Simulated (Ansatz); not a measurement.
## Sn2S3: what each run costs

Cell: 20 atoms, space group Pnma, a = 8.864 Å, b = 3.747 Å, c = 14.020 Å, α = 90.00°, β = 90.00°, γ = 90.00°.

All runs are DFT with Ansatz 0.2.0 on 1 thread of Intel Xeon Platinum 8488C (Sapphire Rapids) (x86_64; 16 cores open to the job, memory cap 3.0 GiB, no GPU), a shared host.

**Question.** Rank the runs by wall time, shortest first.
A. single point at relaxed positions, r2SCAN, gradients read without the response of the cores, 500 eV, 4×9×3 k-points, smearing 0.05 eV
B. relaxation of the ions, PBE, gradients read without the response of the cores, 420 eV, 4×9×3 k-points, smearing 0.05 eV
C. single point, PBE, gradients read without the response of the cores, 420 eV, 4×9×3 k-points, smearing 0.05 eV

**Answer.** C (87 s, 1.4 GiB), A (3.1 min, 2.3 GiB), B (8.2 min, 1.6 GiB).
